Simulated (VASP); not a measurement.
# W2Se (Fm-3m) in VASP: further runs

Runs on W2Se. Level: r2SCAN. Tasks: single point.

Program: VASP 6.6.1. These are calculated values, not measurements. Logs are shortened: lines on timing, memory, paths and dates and some standing lists are left out, and cuts for length are marked.

### 1 The crystal as given

It takes space group Fm-3m (No. 225, cubic). Conventional cell: a = 6.921 Å, b = 6.921 Å, c = 6.921 Å, α = 90.00°, β = 90.00°, γ = 90.00°. W (site symmetry -43m) is surrounded by 4 Se at 3.00 Å. Se (site symmetry m-3m) is surrounded by 8 W at 3.00 Å.

The cell was built by a generator and needn't be a form met in nature.

### 2 Single point, r2SCAN

POSCAR reads:

```
W2Se
1.0
    0.0000000000      3.4604430000      3.4604430000
    3.4604430000      0.0000000000      3.4604430000
    3.4604430000      3.4604430000      0.0000000000
W Se
2 1
Direct
    0.2500000000      0.2500000000      0.2500000000
    0.7500000000      0.7500000000      0.7500000000
    0.0000000000      0.0000000000      0.0000000000
```

INCAR.step1 reads:

```
ALGO = Normal ; EDIFF = 1E-4
ENCUT = 520 ; GGA = PE
ISMEAR = -1 ; LASPH = T
LCHARG = F ; LREAL = F
LWAVE = T ; NBANDS = 24
NELM = 60 ; PREC = Accurate
SIGMA = 0.0338
```

INCAR.step2 reads:

```
ALGO = Normal ; EDIFF = 1E-6
ENCUT = 520 ; ISIF = 2
ISMEAR = -1 ; ISTART = 1
LASPH = T ; LCHARG = F
LMIXTAU = T ; LREAL = F
LWAVE = F ; METAGGA = R2SCAN
NBANDS = 24 ; NELM = 60
PREC = Accurate ; SIGMA = 0.0338
```

KPOINTS reads:

```
k-points
0
Gamma
  5 5 5
```

Potentials or basis: VASP PAW PBE potentials, release 64 (W_sv, Se).

On the command line:

```
cat potpaw_PBE.64/W_sv/POTCAR potpaw_PBE.64/Se/POTCAR > POTCAR
cp INCAR.step1 INCAR
mpirun -np 1 vasp_std > vasp.out
cp INCAR.step2 INCAR
mpirun -np 1 vasp_std > vasp.out
```

OUTCAR:

```text
EDIFF = 1E-6
   ENCUT = 520
   ISIF = 2
   ISMEAR = -1
   ISTART = 1
   LASPH = T
   LREAL = F
   METAGGA = R2SCAN
   NELM = 60
   PREC = Accurate

 ion  position               nearest neighbor table
   1  0.250  0.250  0.250-   3 3.00   3 3.00   3 3.00   3 3.00   2 3.46   2 3.46   2 3.46   2 3.46
                             2 3.46   2 3.46
   2  0.750  0.750  0.750-   3 3.00   3 3.00   3 3.00   3 3.00   1 3.46   1 3.46   1 3.46   1 3.46
                             1 3.46   1 3.46
   3  0.000  0.000  0.000-   1 3.00   2 3.00   2 3.00   2 3.00   2 3.00   1 3.00   1 3.00   1 3.00

  LATTYP: Found a face centered cubic cell.
 ALAT       =     6.9208860000

  Lattice vectors:

 A1 = (   0.0000000000,   3.4604430000,   3.4604430000)
 A2 = (   3.4604430000,   0.0000000000,   3.4604430000)
 A3 = (   3.4604430000,   3.4604430000,   0.0000000000)

Analysis of symmetry for initial positions (statically):
=====================================================================
 Subroutine PRICEL returns:
 Original cell was already a primitive cell.

 Routine SETGRP: Setting up the symmetry group for a
 face centered cubic supercell.

 Subroutine GETGRP returns: Found 48 space group operations
 (whereof 48 operations were pure point group operations)
 out of a pool of 48 trial point group operations.

The static configuration has the point symmetry O_h .

Analysis of symmetry for dynamics (positions and initial velocities):
=====================================================================
 Subroutine PRICEL returns:
 Original cell was already a primitive cell.

 Routine SETGRP: Setting up the symmetry group for a
 face centered cubic supercell.

 Subroutine GETGRP returns: Found 48 space group operations
 (whereof 48 operations were pure point group operations)
 out of a pool of 48 trial point group operations.

The dynamic configuration has the point symmetry O_h .

 Subroutine INISYM returns: Found 48 space group operations
 (whereof 48 operations are pure point group operations),
 and found     1 'primitive' translations

----------------------------------------------------------------------------------------

                                     Primitive cell
[... 71 lines left out ...]
   ICHARG =      0    charge: 1-file 2-atom 10-const
   ISPIN  =      1    spin polarized calculation?
   LNONCOLLINEAR =      F non collinear calculations
   LSORBIT =      F    spin-orbit coupling
   LASPH  =      T    aspherical Exc in radial PAW
   ENCUT  =  520.0 eV  38.22 Ry    6.18 a.u.   9.10  9.10  9.10*2*pi/ulx,y,z
   NELM   =     60;   NELMIN=  2; NELMDL=  0     # of ELM steps
   EDIFF  = 0.1E-05   stopping-criterion for ELM
   LREAL  =      F    real-space projection
   EDIFFG = 0.1E-04   stopping-criterion for IOM
   NSW    =      0    number of steps for IOM
   IBRION =     -1    ionic relax: 0-MD 1-quasi-New 2-CG
   NFREE  =      0    steps in history (QN), initial steepest desc. (CG)
   ISIF   =      2    stress and relaxation
   ISYM   =      2    0-nonsym 1-usesym 2-fastsym
   POTIM  = 0.5000    time-step for ionic-motion
   TEBEG  =    0.0;   TEEND  =   0.0 temperature during run
   PSTRESS=    0.0 pullay stress
   NELECT =      34.0000    total number of electrons
   NUPDOWN=      -1.0000    fix difference up-down
   EMIN   =  10.00;   EMAX   =-10.00  energy-range for DOS
   EFERMI =   0.00;   METHOD = LEGACY
   ISMEAR =    -1;   SIGMA  =   0.03  broadening in eV -4-tet -1-fermi 0-gaus
   EFERMI_NEDOS =   21; number of points for ismear=-14 and -15
   IALGO  =     38    algorithm
   IMIX   =      4    mixing-type and parameters
     AMIX     =   0.40;   BMIX     =  1.00
     AMIX_MAG =   1.60;   BMIX_MAG =  1.00
  volume/ion in A,a.u.               =      27.63       186.42
  Fermi-wavevector in a.u.,A,eV,Ry     =   1.216446  2.298749 20.133091  1.479740
  Thomas-Fermi vector in A             =   2.351799
   LORBIT       =      0    0 simple, 1 ext, 2 COOP (PROOUT), +10 PAW based schemes
   METAGGA = R2SCAN    functional components
   LHFCALC =     F    Hartree Fock is set to
   AEXX    =    0.0000 exact exchange contribution
   IVDW    =     0    specifies the selected vdW correction
   LEPSILON=     F    determine dielectric tensor
   LRPA    =     F    only Hartree local field effects (RPA)
 non-spin polarized calculation
  energy-cutoff  :      520.00
  volume of cell :       82.88
 maximum number of plane-waves:      2251
   NGX = 19   NGY = 19   NGZ = 19

 number of electron      34.0000002 magnetization

 Free energy of the ion-electron system (eV)
  ---------------------------------------------------
  ext. energy  EPLUGINS =         0.00000000
  ---------------------------------------------------
  free energy    TOTEN  =      -108.18308277 eV

  energy without entropy =     -108.16801840  energy(sigma->0) =     -108.17555058

 E-fermi :   4.5883     XC(G=0): -10.7505

 val. band max:        4.5352594369   @ k =   0.4000   0.0000   0.0000
 cond. band min:       4.6551688774   @ k =   0.2000   0.0000   0.0000
 fundamental gap:      0.1199094405
 Fermi energy:         4.5882864459

 k-point     1 :       0.0000    0.0000    0.0000
  band No.  band energies     occupation
      1     -72.1788      2.00000
      2     -72.1714      2.00000
      3     -35.6508      2.00000
      4     -35.6508      2.00000
      5     -35.6508      2.00000
      6     -35.5841      2.00000
[... 259 lines left out ...]
     23       6.5897      0.00000
     24       8.1894      0.00000

------------------------ aborting loop because EDIFF is reached ----------------------------------------

  FORCE on cell =-STRESS in cart. coord.  units (eV):
  Direction    XX          YY          ZZ          XY          YZ          ZX
  --------------------------------------------------------------------------------------
  -------------------------------------------------------------------------------------
  Total      -16.2347222    -16.2347222    -16.2347222      0.0000000      0.0000000     -0.0000000
  in kB     -313.8559362   -313.8559362   -313.8559362      0.0000000      0.0000000     -0.0000000
  external PRESSURE =    -313.8559362 kB  Pullay stress =       0.0000000 kB

 VOLUME and BASIS-vectors are now :
 -----------------------------------------------------------------------------
  energy-cutoff  :      520.00
  volume of cell :       82.88
      direct lattice vectors                 reciprocal lattice vectors
     0.000000000  3.460443000  3.460443000    -0.144490171  0.144490171  0.144490171
     3.460443000  0.000000000  3.460443000     0.144490171 -0.144490171  0.144490171
     3.460443000  3.460443000  0.000000000     0.144490171  0.144490171 -0.144490171

 POSITION                                       TOTAL-FORCE (eV/Angst)
 -----------------------------------------------------------------------------------
      1.73022      1.73022      1.73022         0.000000      0.000000      0.000000
      5.19066      5.19066      5.19066        -0.000000     -0.000000     -0.000000
      0.00000      0.00000      0.00000        -0.000000      0.000000     -0.000000
 -----------------------------------------------------------------------------------
    total drift:                                0.000000      0.000000      0.000000

  FREE ENERGIE OF THE ION-ELECTRON SYSTEM (eV)
  ---------------------------------------------------
  free  energy   TOTEN  =      -108.1830827701 eV

  energy  without entropy=     -108.1680183974  energy(sigma->0) =     -108.17555058
```

OUTCAR.step1:

```text
EDIFF = 1E-4
   ENCUT = 520
   GGA = PE
   ISMEAR = -1
   LASPH = T
[... 479 lines left out ...]
      1.73022      1.73022      1.73022        -0.000000     -0.000000      0.000000
      5.19066      5.19066      5.19066         0.000000      0.000000     -0.000000
      0.00000      0.00000      0.00000        -0.000000      0.000000      0.000000
 -----------------------------------------------------------------------------------
    total drift:                                0.000000      0.000000      0.000000

  FREE ENERGIE OF THE ION-ELECTRON SYSTEM (eV)
  ---------------------------------------------------
  free  energy   TOTEN  =       -21.4219234446 eV

  energy  without entropy=      -21.3950776959  energy(sigma->0) =      -21.40850057
```

It took 86 s on 1 thread of Intel Xeon Platinum 8559C (Emerald Rapids), shared host; peak memory 0.21 GiB.

Results:

| Quantity | Value |
| --- | --- |
| Free energy | -108.1831 eV |
| Pressure | -31.4 GPa |
| Band gap on the k mesh | none (metal or under the smearing width) |

Caveat: a pressure of tens of GPa on the cell as given is suspect, and the run, the potentials or the cell itself is likely at fault; the PAW data sets were made with another functional, which shifts forces and pressure a little. Spin-orbit coupling is left out, which matters for the levels of W.

### 3 Single point, r2SCAN

POSCAR is that of step 2.

INCAR.step1 reads:

```
SYSTEM = W2Se
PREC = Accurate ; ENCUT = 520
ISMEAR = -1 ; SIGMA = 0.0338
LREAL = .FALSE. ; LASPH = .TRUE.
NELM = 80 ; NBANDS = 24
GGA = PE ; ALGO = Normal
EDIFF = 1E-4 ; LWAVE = .TRUE.
LCHARG = .FALSE.
```

INCAR.step2 reads:

```
SYSTEM = W2Se
PREC = Accurate ; ENCUT = 520
EDIFF = 1E-6 ; ISMEAR = -1
SIGMA = 0.0338 ; LREAL = .FALSE.
LASPH = .TRUE. ; NELM = 80
ALGO = Normal ; ISIF = 2
LWAVE = .FALSE. ; LCHARG = .FALSE.
METAGGA = R2SCAN ; LMIXTAU = .TRUE.
NBANDS = 24 ; ISTART = 1
```

KPOINTS reads:

```
regular mesh
0
G
  8 8 8
  0 0 0
```

Potentials or basis: VASP PAW PBE potentials, release 64 (W_sv, Se).

On the command line:

```
cat potpaw_PBE.64/W_sv/POTCAR potpaw_PBE.64/Se/POTCAR > POTCAR
cp INCAR.step1 INCAR
mpirun -np 1 vasp_std > vasp.out
cp INCAR.step2 INCAR
mpirun -np 1 vasp_std > vasp.out
```

OUTCAR:

```text
SYSTEM = W2Se
   PREC = Accurate
   ENCUT = 520
   EDIFF = 1E-6
   ISMEAR = -1
   LREAL = .FALSE.
   LASPH = .TRUE.
   NELM = 80
   ISIF = 2
   METAGGA = R2SCAN
   ISTART = 1

 ion  position               nearest neighbor table
   1  0.250  0.250  0.250-   3 3.00   3 3.00   3 3.00   3 3.00   2 3.46   2 3.46   2 3.46   2 3.46
                             2 3.46   2 3.46
   2  0.750  0.750  0.750-   3 3.00   3 3.00   3 3.00   3 3.00   1 3.46   1 3.46   1 3.46   1 3.46
                             1 3.46   1 3.46
   3  0.000  0.000  0.000-   1 3.00   2 3.00   2 3.00   2 3.00   2 3.00   1 3.00   1 3.00   1 3.00

[... 846 lines left out ...]
  --------------------------------------------------------------------------------------
  -------------------------------------------------------------------------------------
  Total      -16.0934787    -16.0934787    -16.0934787      0.0000000     -0.0000000      0.0000000
  in kB     -311.1253620   -311.1253620   -311.1253620      0.0000000     -0.0000000      0.0000000
  external PRESSURE =    -311.1253620 kB  Pullay stress =       0.0000000 kB

 VOLUME and BASIS-vectors are now :
 -----------------------------------------------------------------------------
  energy-cutoff  :      520.00
  volume of cell :       82.88
      direct lattice vectors                 reciprocal lattice vectors
     0.000000000  3.460443000  3.460443000    -0.144490171  0.144490171  0.144490171
     3.460443000  0.000000000  3.460443000     0.144490171 -0.144490171  0.144490171
     3.460443000  3.460443000  0.000000000     0.144490171  0.144490171 -0.144490171

 POSITION                                       TOTAL-FORCE (eV/Angst)
 -----------------------------------------------------------------------------------
      1.73022      1.73022      1.73022         0.000000      0.000000      0.000000
      5.19066      5.19066      5.19066        -0.000000     -0.000000     -0.000000
      0.00000      0.00000      0.00000         0.000000      0.000000      0.000000
 -----------------------------------------------------------------------------------
    total drift:                                0.000000      0.000000      0.000000

  FREE ENERGIE OF THE ION-ELECTRON SYSTEM (eV)
  ---------------------------------------------------
  free  energy   TOTEN  =      -108.1705676400 eV

  energy  without entropy=     -108.1465617294  energy(sigma->0) =     -108.15856468
```

Wall time 2.7 min (1 thread of Intel Xeon Platinum 8559C (Emerald Rapids), shared host); peak memory 0.24 GiB.

What came out:

```yaml
Free_energy: -108.1706 eV
Pressure: -31.1 GPa
Band_gap_on_the_k_mesh: none (metal or under the smearing width)
```

Caveat: a pressure of tens of GPa on the cell as given is suspect, and the run, the potentials or the cell itself is likely at fault; the PAW data sets were made with another functional, which shifts forces and pressure a little. The run has no spin-orbit coupling, so splittings on W are missing.

### 4 Single point, r2SCAN

POSCAR is that of step 3.

INCAR.step1 reads:

```
PREC     = Accurate       # precision mode
ENCUT    = 520            # plane-wave cutoff, eV
ISMEAR   = -1             # smearing method
SIGMA    = 0.0338         # smearing width, eV
LREAL    = False          # projectors in reciprocal space
LASPH    = True           # aspherical terms in the spheres
NELM     = 80             # most SCF steps
NBANDS   = 24             # bands
GGA      = PE             # functional
ALGO     = Normal         # electronic algorithm
EDIFF    = 1E-4           # SCF threshold, eV
LWAVE    = True           # write WAVECAR
LCHARG   = False          # write CHGCAR
```

INCAR.step2 reads:

```
PREC     = Accurate       # precision mode
ENCUT    = 520            # plane-wave cutoff, eV
EDIFF    = 1E-6           # SCF threshold, eV
ISMEAR   = -1             # smearing method
SIGMA    = 0.0338         # smearing width, eV
LREAL    = False          # projectors in reciprocal space
LASPH    = True           # aspherical terms in the spheres
NELM     = 80             # most SCF steps
ALGO     = Normal         # electronic algorithm
ISIF     = 2              # what is computed and relaxed
LWAVE    = False          # write WAVECAR
LCHARG   = False          # write CHGCAR
METAGGA  = R2SCAN         # meta-GGA
LMIXTAU  = True         
NBANDS   = 24             # bands
ISTART   = 1
```

KPOINTS reads:

```
regular mesh
0
Gamma
  5 5 5
```

On the command line:

```
cat potpaw_PBE.64/W_sv/POTCAR potpaw_PBE.64/Se/POTCAR > POTCAR
cp INCAR.step1 INCAR
mpirun -np 1 vasp_std > vasp.out
cp INCAR.step2 INCAR
mpirun -np 1 vasp_std > vasp.out
```

It took 89 s on 1 thread of Intel Xeon Platinum 8559C (Emerald Rapids), shared host; peak memory 0.21 GiB.

The run converged. Its results:

```
Free energy            : -108.1831 eV
Pressure               : -31.4 GPa
Band gap on the k mesh : none (metal or under the smearing width)
```

Levels at points of the mesh, in eV from the Fermi level:
```tsv
k point	band 13	band 14	band 15	band 16	band 17	band 18	band 19	band 20	band 21	band 22
(0.00, 0.00, 0.00)	-3.01	-2.31	-2.31	0.98	0.98	0.98	1.79	1.79	1.79	1.95
```

Caveat: a pressure of tens of GPa on the cell as given is suspect, and the run, the potentials or the cell itself is likely at fault; the PAW data sets were made with another functional, which shifts forces and pressure a little.
